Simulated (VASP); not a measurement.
# Se (R-3m) in VASP: notebook

Runs on Se. Level: PBE. Tasks: relaxation of cell and atoms.

Everything below comes from runs of VASP 6.6.1. Logs are shortened: lines on timing, memory, paths and dates and some standing lists are left out, and cuts for length are marked.

### 1 The crystal as given

The structure is trigonal, space group R-3m (No. 166). Conventional cell: a = 3.850 Å, b = 3.850 Å, c = 2.645 Å, α = 90.00°, β = 90.00°, γ = 120.00°. Se (site symmetry -3m) has 8 Se at 2.39 to 2.65 Å as nearest neighbours.

This isn't the form of Se at room conditions, which is trigonal, of chains.

### 2 Relaxation of cell and atoms, PBE, target pressure 125 GPa, at which the enthalpy is minimised

File INCAR:

```
SYSTEM = Se
PREC = Accurate
ENCUT = 520
EDIFF = 1E-7
ISMEAR = 0
SIGMA = 0.02
LREAL = .FALSE.
LASPH = .TRUE.
NELM = 100
ALGO = Normal
ISIF = 3
LWAVE = .FALSE.
LCHARG = .FALSE.
GGA = PE
IBRION = 2
NSW = 80
EDIFFG = -0.002
PSTRESS = 1250.0
```

File KPOINTS:

```
regular mesh
0
G
  3 3 3
  0 0 0
```

File POSCAR:

```
Se
1.0
    1.9250000000      1.1113992700      0.8816666700
   -1.9250000000      1.1113992700      0.8816666700
    0.0000000000     -2.2227985400      0.8816666700
Se
1
Direct
    0.0000000000      0.0000000000      0.0000000000
```

Potentials or basis: VASP PAW PBE potentials, release 64 (Se).

Started as:

```sh
$ cat potpaw_PBE.64/Se/POTCAR > POTCAR
$ mpirun -np 1 vasp_std > vasp.out
```

OUTCAR:

```text
SYSTEM = Se
   PREC = Accurate
   ENCUT = 520
   EDIFF = 1E-7
   ISMEAR = 0
   LREAL = .FALSE.
   LASPH = .TRUE.
   NELM = 100
   ISIF = 3
   GGA = PE
   IBRION = 2
   NSW = 80
   EDIFFG = -0.002
   PSTRESS = 1250.0

 ion  position               nearest neighbor table
   1  0.000  0.000  0.000-

  LATTYP: Found a trigonal (rhomboedric) cell.
 ALAT       =     2.3912694232
 COS(alpha) =    -0.2960878580

  Lattice vectors:

 A1 = (   1.9250000000,   1.1113992700,   0.8816666700)
 A2 = (  -1.9250000000,   1.1113992700,   0.8816666700)
 A3 = (   0.0000000000,  -2.2227985400,   0.8816666700)

Analysis of symmetry for initial positions (statically):
=====================================================================
 Subroutine PRICEL returns:
 Original cell was already a primitive cell.

 Routine SETGRP: Setting up the symmetry group for a
 trigonal (rhombohedral) supercell.

 Subroutine GETGRP returns: Found 12 space group operations
 (whereof 12 operations were pure point group operations)
 out of a pool of 12 trial point group operations.

The static configuration has the point symmetry D_3d.

Analysis of symmetry for dynamics (positions and initial velocities):
=====================================================================
 Subroutine PRICEL returns:
 Original cell was already a primitive cell.

 Routine SETGRP: Setting up the symmetry group for a
 trigonal (rhombohedral) supercell.

 Subroutine GETGRP returns: Found 12 space group operations
 (whereof 12 operations were pure point group operations)
 out of a pool of 12 trial point group operations.

The dynamic configuration has the point symmetry D_3d.

 Subroutine INISYM returns: Found 12 space group operations
 (whereof 12 operations are pure point group operations),
 and found     1 'primitive' translations

----------------------------------------------------------------------------------------

                                     Primitive cell

  volume of cell :      11.3177

  direct lattice vectors                    reciprocal lattice vectors
     1.925000000  1.111399270  0.881666670     0.259740260  0.149961109  0.378071832
    -1.925000000  1.111399270  0.881666670    -0.259740260  0.149961109  0.378071832
     0.000000000 -2.222798540  0.881666670     0.000000000 -0.299922217  0.378071832

  length of vectors
     2.391269423  2.391269423  2.391269426     0.482588486  0.482588486  0.482588486

  position of ions in fractional coordinates (direct lattice)
     0.000000000  0.000000000  0.000000000

  ion indices of the primitive-cell ions
   primitive index   ion index
                 1           1

----------------------------------------------------------------------------------------

 KPOINTS: regular mesh

Automatic generation of k-mesh.
 Grid dimensions read from file:
 generate k-points for:    3    3    3

 Generating k-lattice:

  Cartesian coordinates                     Fractional coordinates (reciprocal lattice)
     0.086580087  0.049987036  0.126023944     0.333333333  0.000000000  0.000000000
    -0.086580087  0.049987036  0.126023944     0.000000000  0.333333333  0.000000000
     0.000000000 -0.099974072  0.126023944     0.000000000  0.000000000  0.333333333

  Length of vectors
     0.160862829  0.160862829  0.160862829

  Shift w.r.t. Gamma in fractional coordinates (k-lattice)
     0.000000000  0.000000000  0.000000000

 Subroutine IBZKPT returns following result:
 ===========================================

 Found      6 irreducible k-points:

 Following reciprocal coordinates:
            Coordinates               Weight
  0.000000  0.000000  0.000000      1.000000
  0.333333  0.000000 -0.000000      6.000000
  0.333333  0.333333 -0.000000      6.000000
 -0.333333  0.333333  0.000000      6.000000
  0.333333  0.333333  0.333333      2.000000
 -0.333333  0.333333  0.333333      6.000000
   k-points           NKPTS =      6   k-points in BZ     NKDIM =      6   number of bands    NBANDS=      7
   number of dos      NEDOS =    301   number of ions     NIONS =      1
   total plane-waves  NPLWV =   5832
   dimension x,y,z NGX =    18 NGY =   18 NGZ =   18
   dimension x,y,z NGXF=    36 NGYF=   36 NGZF=   36
   ions per type =               1
   NGX,Y,Z   is equivalent  to a cutoff of  12.51, 12.51, 12.51 a.u.
   NGXF,Y,Z  is equivalent  to a cutoff of  25.03, 25.03, 25.03 a.u.
 SYSTEM =  Se
   PREC   = accura    normal or accurate (medium, high low for compatibility)
   ISTART =      0    job   : 0-new  1-cont  2-samecut
   ICHARG =      2    charge: 1-file 2-atom 10-const
   ISPIN  =      1    spin polarized calculation?
   LNONCOLLINEAR =      F non collinear calculations
   LSORBIT =      F    spin-orbit coupling
   LASPH  =      T    aspherical Exc in radial PAW
   ENCUT  =  520.0 eV  38.22 Ry    6.18 a.u.   4.45  4.45  4.45*2*pi/ulx,y,z
   NELM   =    100;   NELMIN=  2; NELMDL= -5     # of ELM steps
   EDIFF  = 0.1E-06   stopping-criterion for ELM
   LREAL  =      F    real-space projection
   EDIFFG = -.2E-02   stopping-criterion for IOM
   NSW    =     80    number of steps for IOM
   IBRION =      2    ionic relax: 0-MD 1-quasi-New 2-CG
   NFREE  =      1    steps in history (QN), initial steepest desc. (CG)
   ISIF   =      3    stress and relaxation
   ISYM   =      2    0-nonsym 1-usesym 2-fastsym
   POTIM  = 0.5000    time-step for ionic-motion
   TEBEG  =    0.0;   TEEND  =   0.0 temperature during run
   PSTRESS= 1250.0 pullay stress
   NELECT =       6.0000    total number of electrons
   NUPDOWN=      -1.0000    fix difference up-down
   EMIN   =  10.00;   EMAX   =-10.00  energy-range for DOS
   EFERMI =   0.00;   METHOD = LEGACY
   ISMEAR =     0;   SIGMA  =   0.02  broadening in eV -4-tet -1-fermi 0-gaus
   EFERMI_NEDOS =   21; number of points for ismear=-14 and -15
   IALGO  =     38    algorithm
   IMIX   =      4    mixing-type and parameters
     AMIX     =   0.40;   BMIX     =  1.00
     AMIX_MAG =   1.60;   BMIX_MAG =  1.00
  volume/ion in A,a.u.               =      11.32        76.38
  Fermi-wavevector in a.u.,A,eV,Ry     =   1.324971  2.503832 23.885687  1.755548
  Thomas-Fermi vector in A             =   2.454466
   LORBIT       =      0    0 simple, 1 ext, 2 COOP (PROOUT), +10 PAW based schemes
   GGA     = PE    functional components
   LHFCALC =     F    Hartree Fock is set to
   AEXX    =    0.0000 exact exchange contribution
   IVDW    =     0    specifies the selected vdW correction
   LEPSILON=     F    determine dielectric tensor
   LRPA    =     F    only Hartree local field effects (RPA)
 conjugate gradient relaxation of ions
 non-spin polarized calculation
 Gauss-broadening in eV      SIGMA  =   0.02
  energy-cutoff  :      520.00
  volume of cell :       11.32
 maximum number of plane-waves:       311
 NGX is ok and might be reduce to    18
   NGX =  9   NGY =  9   NGZ =  9

--------------------------------------- Ionic step        1  -------------------------------------------

 number of electron       6.0000001 magnetization

 Free energy of the ion-electron system (eV)
  ---------------------------------------------------
  ext. energy  EPLUGINS =         0.00000000
  ---------------------------------------------------
  free energy    TOTEN  =        -0.88930384 eV

  energy without entropy =       -0.88930384  energy(sigma->0) =       -0.88930384

------------------------ aborting loop because EDIFF is reached ----------------------------------------

  FORCE on cell =-STRESS in cart. coord.  units (eV):
  Direction    XX          YY          ZZ          XY          YZ          ZX
  --------------------------------------------------------------------------------------
  -------------------------------------------------------------------------------------
  Total        9.2946882      9.2946882     18.6599909      0.0000000      0.0000000      0.0000000
  in kB     1315.7970022   1315.7970065   2641.5905052      0.0000000      0.0000000      0.0000000
  external PRESSURE =     507.7281713 kB  Pullay stress =    1250.0000000 kB
[... 22 lines left out ...]
  enthalpy is  TOTEN    =         7.9405994123 eV   P V=        8.8299032566

--------------------------------------- Ionic step        2  -------------------------------------------

 number of electron       5.9999998 magnetization

 E-fermi :   5.9388     XC(G=0): -11.1663

 val. band max:        5.7707048528   @ k =  -0.3333   0.3333   0.3333
 cond. band min:       9.3565306922   @ k =   0.0000   0.0000   0.0000
 fundamental gap:      3.5858258393
 Fermi energy:         5.9387636194

 k-point     1 :       0.0000    0.0000    0.0000
  band No.  band energies     occupation
      1     -10.4740      2.00000
      2       9.3565      0.00000
      3      10.6889      0.00000
      4      10.6889      0.00000
      5      15.9130      0.00000
      6      15.9130      0.00000
      7      17.8417      0.00000
[... 113 lines left out ...]
  FREE ENERGIE OF THE ION-ELECTRON SYSTEM (eV)
  ---------------------------------------------------
  free  energy   TOTEN  =        -2.9878266961 eV

  energy  without entropy=       -2.9878266961  energy(sigma->0) =       -2.98782670

  enthalpy is  TOTEN    =         7.4582638584 eV   P V=       10.4460905545

[... ionic steps 4 to 16 ...]

--------------------------------------- Ionic step       17  -------------------------------------------

 number of electron       5.9999999 magnetization

------------------------ aborting loop because EDIFF is reached ----------------------------------------

  FORCE on cell =-STRESS in cart. coord.  units (eV):
  Direction    XX          YY          ZZ          XY          YZ          ZX
  --------------------------------------------------------------------------------------
  -------------------------------------------------------------------------------------
  Total        9.7670468      9.7670470      9.7689563      0.0000000     -0.0000000      0.0000000
  in kB     1249.6841252   1249.6841406   1249.9284367      0.0000000     -0.0000000      0.0000000
  external PRESSURE =      -0.2344325 kB  Pullay stress =    1250.0000000 kB
[... 59 lines left out ...]
  enthalpy is  TOTEN    =         7.3291484705 eV   P V=        9.7689074340

--------------------------------------- Ionic step       19  -------------------------------------------

 number of electron       5.9999999 magnetization

 Free energy of the ion-electron system (eV)
  ---------------------------------------------------
  ext. energy  EPLUGINS =         0.00000000
  ---------------------------------------------------
  free energy    TOTEN  =        -2.44007665 eV

  energy without entropy =       -2.44007665  energy(sigma->0) =       -2.44007665

 E-fermi :  11.6655     XC(G=0): -12.8412

 val. band max:       11.5115350298   @ k =  -0.3333   0.3333   0.3333
 cond. band min:      16.1738825124   @ k =   0.0000   0.0000   0.0000
 fundamental gap:      4.6623474827
 Fermi energy:        11.6654567862

 k-point     1 :       0.0000    0.0000    0.0000
  band No.  band energies     occupation
      1      -9.2454      2.00000
      2      16.1739      0.00000
      3      18.7378      0.00000
      4      18.7378      0.00000
      5      22.5724      0.00000
      6      22.5724      0.00000
      7      26.7533      0.00000
[... 76 lines left out ...]
  FREE ENERGIE OF THE ION-ELECTRON SYSTEM (eV)
  ---------------------------------------------------
  free  energy   TOTEN  =        -2.4400766546 eV

  energy  without entropy=       -2.4400766546  energy(sigma->0) =       -2.44007665

  enthalpy is  TOTEN    =         7.3291482699 eV   P V=        9.7692249245

 reached required accuracy - stopping structural energy minimisation
```

It took 16 s on 1 thread of Intel Xeon Platinum 8559C (Emerald Rapids), shared host; peak memory 0.12 GiB.

What came out:

| Item | Value |
| --- | --- |
| Free energy | -2.4401 eV |
| Relaxed volume | 12.52 Å³/atom |
| Relaxed cell | a = 2.395 Å, b = 2.395 Å, c = 2.395 Å, α = 102.83°, β = 102.83°, γ = 102.83° |
| Space group after relaxing (to 0.05 Å) | R-3m (No. 166) |
| Energy change on relaxing (the enthalpy is what falls) | -1550.8 meV/atom |
| Ionic steps | 19 |
| Pressure after relaxing | 125.0 GPa |
| Band gap on the k mesh | none (metal or under the smearing width) |

The path:
```tsv
step	energy change (eV)	largest force (eV/Å)	pressure (GPa)	volume (Å³)
1	0.0000	0.0000	175.77	11.32
2	-3.5242	0.0000	19.93	17.44
3	-2.0985	0.0000	88.51	13.39
4	-1.8455	0.0000	99.33	13.02
5	-1.7226	0.0000	104.53	12.85
6	0.1899	0.0000	230.39	11.00
7	-1.4573	0.0000	126.14	12.41
8	-1.3912	0.0000	130.98	12.33
9	-1.3995	0.0000	130.38	12.34
10	-1.6744	0.0000	119.25	12.68
11	-1.5662	0.0000	123.67	12.54
12	-1.5136	0.0000	127.79	12.48
13	-1.5482	0.0000	125.10	12.52
14	-1.5486	0.0000	125.08	12.52
15	-1.5519	0.0000	124.94	12.52
16	-1.5510	0.0000	124.98	12.52
17	-1.5511	0.0000	124.98	12.52
18	-1.5505	0.0000	125.03	12.52
19	-1.5508	0.0000	125.00	12.52
```

Final structure:
```cif
data_structure
_symmetry_space_group_name_H-M 'P 1'
_symmetry_Int_Tables_number 1
_cell_length_a 2.3953
_cell_length_b 2.3953
_cell_length_c 2.3953
_cell_angle_alpha 102.834
_cell_angle_beta 102.834
_cell_angle_gamma 102.834
_cell_volume 12.52
loop_
_atom_site_label
_atom_site_type_symbol
_atom_site_fract_x
_atom_site_fract_y
_atom_site_fract_z
_atom_site_occupancy
Se1 Se 0.00000 0.00000 0.00000 1
```

Levels at points of the mesh, in eV from the Fermi level:
```csv
k point,band 1,band 2,band 3,band 4,band 5,band 6,band 7
"(0.00, 0.00, 0.00)",-20.91,4.51,7.07,7.07,10.91,10.91,15.09
```

Caveat: the k mesh is coarse (spacing up to 1.01 Å⁻¹), so the values aren't converged; the cell is relaxed towards a set pressure, so the enthalpy falls and the energy may rise.

### 3 Relaxation of cell and atoms, PBE, target pressure 125 GPa, at which the enthalpy is minimised

This run uses another cell than the first one, of 12.52 Å³/atom, 1.106 times its volume.

INCAR is that of step 2.

KPOINTS is that of step 2.

File POSCAR:

```
Se                                      
1.0
    1.8724520002      1.0810606750      1.0309762593
   -1.8724520002      1.0810606750      1.0309762593
    0.0000000000     -2.1621213500      1.0309762593
  Se            
     1
Direct
     0.0000000000000000    0.0000000000000000    0.0000000000000000
```

Potentials or basis: VASP PAW PBE potentials, release 64 (Se).

Started as:

```sh
$ cat potpaw_PBE.64/Se/POTCAR > POTCAR
$ mpirun -np 1 vasp_std > vasp.out
```

Wall time 4.9 s (1 thread of Intel Xeon Platinum 8559C (Emerald Rapids), shared host); peak memory 0.11 GiB.

Results (log left out):

```
Free energy                                            : -2.4409 eV
Energy change on relaxing (the enthalpy is what falls) : -0.4 meV/atom
Ionic steps                                            : 4
Pressure after relaxing                                : 125.0 GPa
Band gap on the k mesh                                 : none (metal or under the smearing width)
```

Step by step:
| step | energy change (eV) | largest force (eV/Å) | pressure (GPa) | volume (Å³) |
| --- | --- | --- | --- | --- |
| 1 | 0.0000 | 0.0000 | 125.02 | 12.52 |
| 2 | -0.0018 | 0.0000 | 124.93 | 12.52 |
| 3 | -0.0007 | 0.0000 | 124.96 | 12.52 |
| 4 | -0.0004 | 0.0000 | 124.99 | 12.52 |

Final structure:
```xyz
1
Lattice="1.8725 1.0811 1.0310 -1.8725 1.0811 1.0310 0.0000 -2.1621 1.0310" Properties=species:S:1:pos:R:3 pbc="T T T"
Se    0.0000    0.0000    0.0000
```

Levels at points of the mesh, in eV from the Fermi level:
```csv
k point,band 1,band 2,band 3,band 4,band 5,band 6,band 7
"(0.00, 0.00, 0.00)",-20.91,4.51,7.07,7.07,10.91,10.91,15.09
```

Caveat: the k mesh is coarse (spacing up to 0.94 Å⁻¹), so the values aren't converged; the cell is relaxed towards a set pressure, so the enthalpy falls and the energy may rise.
